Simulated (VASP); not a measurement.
# P (R-3m) in VASP: notebook

Runs on P. Level: LDA. Tasks: relaxation of cell and atoms.

Program: VASP 6.6.1. These are calculated values, not measurements. Logs are shortened: lines on timing, memory, paths and dates and some standing lists are left out, and cuts for length are marked.

### Step 1. The crystal as given

It takes space group R-3m (No. 166, trigonal). Conventional cell: a = 3.323 Å, b = 3.323 Å, c = 8.137 Å, α = 90.00°, β = 90.00°, γ = 120.00°. P (site symmetry 3m) has 6 P at 2.29 to 2.41 Å as nearest neighbours.

This isn't the form of P at room conditions, which is orthorhombic.

### Step 2. Relaxation of cell and atoms, LDA, target pressure 18.75 GPa, at which the enthalpy is minimised

INCAR reads:

```
SYSTEM = P
  PREC = Accurate
  ENCUT = 520
  EDIFF = 1E-7
  ISMEAR = 0
  SIGMA = 0.1
  LREAL = .FALSE.
  LASPH = .TRUE.
  NELM = 80
  ALGO = Normal
  ISIF = 3
  LWAVE = .FALSE.
  LCHARG = .FALSE.
  GGA = CA
  IBRION = 2
  NSW = 80
  EDIFFG = -0.002
  PSTRESS = 187.5
```

KPOINTS reads:

```
Automatic mesh
0
G
  15 15 15
  0 0 0
```

POSCAR reads:

```
P                                       
1.0
    1.6616140973      0.9593333498      2.7124511229
   -1.6616140973      0.9593333498      2.7124511229
    0.0000000000     -1.9186666859      2.7124511215
  P             
     2
Direct
     0.2440386947919961    0.2440386947919961    0.2440386947903050
     0.7559613052080039    0.7559613052080039    0.7559613052096950
```

Potentials or basis: VASP PAW LDA potentials, release 64 (P).

Launch:

```sh
$ cat potpaw_LDA.64/P/POTCAR > POTCAR
$ mpirun -np 1 vasp_std > vasp.out
```

OUTCAR:

```text
SYSTEM = P
   PREC = Accurate
   ENCUT = 520
   EDIFF = 1E-7
   ISMEAR = 0
   LREAL = .FALSE.
   LASPH = .TRUE.
   NELM = 80
   ISIF = 3
   GGA = CA
   IBRION = 2
   NSW = 80
   EDIFFG = -0.002
   PSTRESS = 187.5

 ion  position               nearest neighbor table
   1  0.244  0.244  0.244-   2 2.29   2 2.29   2 2.29   2 2.41   2 2.41   2 2.41
   2  0.756  0.756  0.756-   1 2.29   1 2.29   1 2.29   1 2.41   1 2.41   1 2.41

  LATTYP: Found a trigonal (rhomboedric) cell.
 ALAT       =     3.3224498459
 COS(alpha) =     0.4997657030

  Lattice vectors:

 A1 = (   1.6616140973,   0.9593333498,   2.7124511229)
 A2 = (  -1.6616140973,   0.9593333498,   2.7124511229)
 A3 = (   0.0000000000,  -1.9186666859,   2.7124511215)

Analysis of symmetry for initial positions (statically):
=====================================================================
 Subroutine PRICEL returns:
 Original cell was already a primitive cell.

 Routine SETGRP: Setting up the symmetry group for a
 trigonal (rhombohedral) supercell.

 Subroutine GETGRP returns: Found 12 space group operations
 (whereof 12 operations were pure point group operations)
 out of a pool of 12 trial point group operations.

The static configuration has the point symmetry D_3d.

Analysis of symmetry for dynamics (positions and initial velocities):
=====================================================================
 Subroutine PRICEL returns:
 Original cell was already a primitive cell.

 Routine SETGRP: Setting up the symmetry group for a
 trigonal (rhombohedral) supercell.

 Subroutine GETGRP returns: Found 12 space group operations
 (whereof 12 operations were pure point group operations)
 out of a pool of 12 trial point group operations.

The dynamic configuration has the point symmetry D_3d.

 Subroutine INISYM returns: Found 12 space group operations
 (whereof 12 operations are pure point group operations),
 and found     1 'primitive' translations

----------------------------------------------------------------------------------------

                                     Primitive cell

  volume of cell :      25.9426

  direct lattice vectors                    reciprocal lattice vectors
     1.661614097  0.959333350  2.712451123     0.300912228  0.173731756  0.122890079
    -1.661614097  0.959333350  2.712451123    -0.300912228  0.173731756  0.122890079
     0.000000000 -1.918666686  2.712451122     0.000000000 -0.347463512  0.122890080

  length of vectors
     3.322449846  3.322449846  3.322449840     0.368555102  0.368555102  0.368555103

  position of ions in fractional coordinates (direct lattice)
     0.244038695  0.244038695  0.244038695
     0.755961305  0.755961305  0.755961305

  ion indices of the primitive-cell ions
   primitive index   ion index
                 1           1
                 2           2

----------------------------------------------------------------------------------------

 KPOINTS: Automatic mesh

Automatic generation of k-mesh.
 Grid dimensions read from file:
 generate k-points for:   15   15   15

 Generating k-lattice:

  Cartesian coordinates                     Fractional coordinates (reciprocal lattice)
     0.020060815  0.011582117  0.008192672     0.066666667  0.000000000  0.000000000
    -0.020060815  0.011582117  0.008192672     0.000000000  0.066666667  0.000000000
     0.000000000 -0.023164234  0.008192672     0.000000000  0.000000000  0.066666667

  Length of vectors
     0.024570340  0.024570340  0.024570340

  Shift w.r.t. Gamma in fractional coordinates (k-lattice)
     0.000000000  0.000000000  0.000000000

 Subroutine IBZKPT returns following result:
 ===========================================

 Found    344 irreducible k-points:

 Following reciprocal coordinates:
            Coordinates               Weight
  0.000000  0.000000  0.000000      1.000000
  0.066667 -0.000000  0.000000      6.000000
  0.133333  0.000000  0.000000      6.000000
  0.200000  0.000000  0.000000      6.000000
  0.266667  0.000000  0.000000      6.000000
  0.333333 -0.000000  0.000000      6.000000
[... 16 lines left out ...]
  0.133333  0.133333  0.000000      6.000000
  0.200000  0.133333  0.000000     12.000000
 [... further k-points ...]
   k-points           NKPTS =    344   k-points in BZ     NKDIM =    344   number of bands    NBANDS=      9
   number of dos      NEDOS =    301   number of ions     NIONS =      2
   total plane-waves  NPLWV =  21952
   dimension x,y,z NGX =    28 NGY =   28 NGZ =   28
   dimension x,y,z NGXF=    56 NGYF=   56 NGZF=   56
   ions per type =               2
   NGX,Y,Z   is equivalent  to a cutoff of  14.01, 14.01, 14.01 a.u.
   NGXF,Y,Z  is equivalent  to a cutoff of  28.02, 28.02, 28.02 a.u.
 SYSTEM =  P
   PREC   = accura    normal or accurate (medium, high low for compatibility)
   ISTART =      0    job   : 0-new  1-cont  2-samecut
   ICHARG =      2    charge: 1-file 2-atom 10-const
   ISPIN  =      1    spin polarized calculation?
   LNONCOLLINEAR =      F non collinear calculations
   LSORBIT =      F    spin-orbit coupling
   LASPH  =      T    aspherical Exc in radial PAW
   ENCUT  =  520.0 eV  38.22 Ry    6.18 a.u.   6.18  6.18  6.18*2*pi/ulx,y,z
   NELM   =     80;   NELMIN=  2; NELMDL= -5     # of ELM steps
   EDIFF  = 0.1E-06   stopping-criterion for ELM
   LREAL  =      F    real-space projection
   EDIFFG = -.2E-02   stopping-criterion for IOM
   NSW    =     80    number of steps for IOM
   IBRION =      2    ionic relax: 0-MD 1-quasi-New 2-CG
   NFREE  =      1    steps in history (QN), initial steepest desc. (CG)
   ISIF   =      3    stress and relaxation
   ISYM   =      2    0-nonsym 1-usesym 2-fastsym
   POTIM  = 0.5000    time-step for ionic-motion
   TEBEG  =    0.0;   TEEND  =   0.0 temperature during run
   PSTRESS=  187.5 pullay stress
   NELECT =      10.0000    total number of electrons
   NUPDOWN=      -1.0000    fix difference up-down
   EMIN   =  10.00;   EMAX   =-10.00  energy-range for DOS
   EFERMI =   0.00;   METHOD = LEGACY
   ISMEAR =     0;   SIGMA  =   0.10  broadening in eV -4-tet -1-fermi 0-gaus
   EFERMI_NEDOS =   21; number of points for ismear=-14 and -15
   IALGO  =     38    algorithm
   IMIX   =      4    mixing-type and parameters
     AMIX     =   0.40;   BMIX     =  1.00
     AMIX_MAG =   1.60;   BMIX_MAG =  1.00
  volume/ion in A,a.u.               =      12.97        87.53
  Fermi-wavevector in a.u.,A,eV,Ry     =   1.191436  2.251487 19.313723  1.419519
  Thomas-Fermi vector in A             =   2.327497
   LORBIT       =      0    0 simple, 1 ext, 2 COOP (PROOUT), +10 PAW based schemes
   GGA     = CA    functional components
   LHFCALC =     F    Hartree Fock is set to
   AEXX    =    0.0000 exact exchange contribution
   IVDW    =     0    specifies the selected vdW correction
   LEPSILON=     F    determine dielectric tensor
   LRPA    =     F    only Hartree local field effects (RPA)
 conjugate gradient relaxation of ions
 non-spin polarized calculation
 Gauss-broadening in eV      SIGMA  =   0.10
  energy-cutoff  :      520.00
  volume of cell :       25.94
 maximum number of plane-waves:       725
 NGX is ok and might be reduce to    28
   NGX = 13   NGY = 13   NGZ = 13

--------------------------------------- Ionic step        1  -------------------------------------------

 number of electron      10.0000000 magnetization

 Free energy of the ion-electron system (eV)
  ---------------------------------------------------
  ext. energy  EPLUGINS =         0.00000000
  ---------------------------------------------------
  free energy    TOTEN  =       -12.03149993 eV

  energy without entropy =      -12.02954241  energy(sigma->0) =      -12.03052117

------------------------ aborting loop because EDIFF is reached ----------------------------------------

  FORCE on cell =-STRESS in cart. coord.  units (eV):
  Direction    XX          YY          ZZ          XY          YZ          ZX
  --------------------------------------------------------------------------------------
  -------------------------------------------------------------------------------------
  Total        2.0214872      2.0214872      2.0224772     -0.0000000      0.0000000      0.0000000
  in kB      124.8442915    124.8442912    124.9054337     -0.0000000      0.0000003      0.0000000
  external PRESSURE =     -62.6353278 kB  Pullay stress =     187.5000000 kB
[... 97 lines left out ...]
  energy  without entropy=      -11.9502273899  energy(sigma->0) =      -11.95136754

  enthalpy is  TOTEN    =        -9.0120280206 eV   P V=        2.9404796673

[... ionic steps 4 to 20 ...]

--------------------------------------- Ionic step       21  -------------------------------------------

 number of electron       9.9999999 magnetization

------------------------ aborting loop because EDIFF is reached ----------------------------------------
[... 71 lines left out ...]
--------------------------------------- Ionic step       23  -------------------------------------------

 number of electron       9.9999999 magnetization

 Free energy of the ion-electron system (eV)
  ---------------------------------------------------
  ext. energy  EPLUGINS =         0.00000000
  ---------------------------------------------------
  free energy    TOTEN  =       -11.93899976 eV

  energy without entropy =      -11.93523431  energy(sigma->0) =      -11.93711703

 E-fermi :  12.0100     XC(G=0): -12.0546

 val. band max:       12.0097912840   @ k =   0.4000   0.0667   0.0667
 cond. band min:      12.0114829932   @ k =   0.4000   0.3333   0.3333
 fundamental gap:      0.0016917092
 Fermi energy:        12.0099637276

 k-point     1 :       0.0000    0.0000    0.0000
  band No.  band energies     occupation
      1      -6.1884      2.00000
      2       9.5797      2.00000
      3       9.5854      2.00000
      4       9.5854      2.00000
      5      12.1429      0.06010
      6      16.0526      0.00000
      7      16.0584      0.00000
      8      16.0584      0.00000
      9      17.7520      0.00000
[... 265 lines left out ...]
 k-point    24 :       0.2000    0.1333    0.0000
  band No.  band energies     occupation
      1      -5.4204      2.00000
      2       6.5918      2.00000
      3       8.2232      2.00000
      4       8.7003      2.00000
      5      11.4819      2.00000
      6      14.6970      0.00000
      7      15.3139      0.00000
      8      17.0992      0.00000
      9      18.0369      0.00000

 [... further k-points ...]

------------------------ aborting loop because EDIFF is reached ----------------------------------------

  FORCE on cell =-STRESS in cart. coord.  units (eV):
  Direction    XX          YY          ZZ          XY          YZ          ZX
  --------------------------------------------------------------------------------------
  -------------------------------------------------------------------------------------
  Total        2.9255052      2.9255051      2.9207282     -0.0000000      0.0000001      0.0000000
  in kB      187.5642449    187.5642353    187.2579700     -0.0000000      0.0000088      0.0000000
  external PRESSURE =      -0.0378499 kB  Pullay stress =     187.5000000 kB
[... 21 lines left out ...]
  energy  without entropy=      -11.9352343083  energy(sigma->0) =      -11.93711703

  enthalpy is  TOTEN    =        -9.0144965686 eV   P V=        2.9245031873

 reached required accuracy - stopping structural energy minimisation
```

It took 5.6 min on 1 thread of Intel Xeon 6975P-C (Granite Rapids), shared host; peak memory 0.21 GiB.

Results:

* Free energy: -11.9390 eV
* Relaxed volume: 12.49 Å³/atom
* Relaxed cell: a = 3.282 Å, b = 3.282 Å, c = 3.282 Å, α = 59.99°, β = 59.99°, γ = 59.99°
* Space group after relaxing (to 0.05 Å): Pm-3m (No. 221)
* Energy change on relaxing (the enthalpy is what falls): +46.3 meV/atom
* Ionic steps: 23
* Pressure after relaxing: 18.7 GPa
* Band gap on the k mesh: none (metal or under the smearing width)

The path:
```csv
step,energy change (eV),largest force (eV/Å),pressure (GPa),volume (Å³)
1,0.0000,0.0008,12.49,25.94
2,0.2291,0.2044,27.70,24.08
3,0.0790,0.0839,18.67,25.13
4,0.0809,0.0857,18.80,25.11
5,0.0822,0.0665,18.80,25.09
6,0.0867,0.0310,18.82,25.05
7,0.0970,0.0133,19.12,24.95
8,0.0696,0.0014,17.11,25.19
9,0.0892,0.0089,18.55,25.02
10,0.0922,0.0055,18.75,24.99
11,0.0916,0.0060,18.71,25.00
12,0.0943,0.0063,18.90,24.97
13,0.0932,0.0062,18.82,24.98
14,0.0931,0.0061,18.81,24.99
15,0.0927,0.0052,18.78,24.99
16,0.0920,0.0036,18.72,24.99
17,0.0925,0.0049,18.76,24.99
18,0.0921,0.0042,18.73,24.99
19,0.0912,0.0025,18.66,25.00
20,0.0908,0.0018,18.63,25.00
21,0.0911,0.0017,18.65,25.00
22,0.0922,0.0008,18.73,24.99
23,0.0925,0.0007,18.75,24.99
```

Final structure:
```
CELL_PARAMETERS angstrom
1.64067 0.94724 2.67996
-1.64067 0.94724 2.67996
0.00000 -1.89448 2.67996
ATOMIC_POSITIONS crystal
P 0.24992 0.24992 0.24992
P 0.75008 0.75008 0.75008
```

Caveat: the cell is relaxed towards a set pressure, so the enthalpy falls and the energy may rise.

### Step 3. Relaxation of cell and atoms, LDA, target pressure 18.75 GPa, at which the enthalpy is minimised

This run uses another cell than the first one, of 12.49 Å³/atom, 0.963 times its volume.

INCAR is that of step 2.

KPOINTS is that of step 2.

POSCAR reads:

```
P                                       
1.0
    1.6406698785      0.9472412365      2.6799604893
   -1.6406698785      0.9472412365      2.6799604893
    0.0000000000     -1.8944822789      2.6799604240
  P             
     2
Direct
     0.2499232468366853    0.2499232468366853    0.2499232468580364
     0.7500767531633146    0.7500767531633146    0.7500767531419635
```

Potentials or basis: VASP PAW LDA potentials, release 64 (P).

Launch:

```sh
$ cat potpaw_LDA.64/P/POTCAR > POTCAR
$ mpirun -np 1 vasp_std > vasp.out
```

Run time: 16 s. Hardware: 1 thread of Intel Xeon 6975P-C (Granite Rapids), shared host; peak memory 0.17 GiB.

Results (log left out):

```yaml
Free_energy: -11.9387 eV
Pressure_after_relaxing: 18.8 GPa
Band_gap_on_the_k_mesh: none (metal or under the smearing width)
```

Final structure:
```
CELL_PARAMETERS angstrom
1.64067 0.94724 2.67996
-1.64067 0.94724 2.67996
0.00000 -1.89448 2.67996
ATOMIC_POSITIONS crystal
P 0.24992 0.24992 0.24992
P 0.75008 0.75008 0.75008
```

Levels at points of the mesh, in eV from the Fermi level:
```tsv
k point	band 1	band 2	band 3	band 4	band 5	band 6	band 7	band 8	band 9
(0.00, 0.00, 0.00)	-18.20	-2.43	-2.42	-2.42	0.13	4.04	4.05	4.05	5.74
```

Caveat: the relaxation stopped at its first step, so nothing moved; the cell is relaxed towards a set pressure, so the enthalpy falls and the energy may rise.
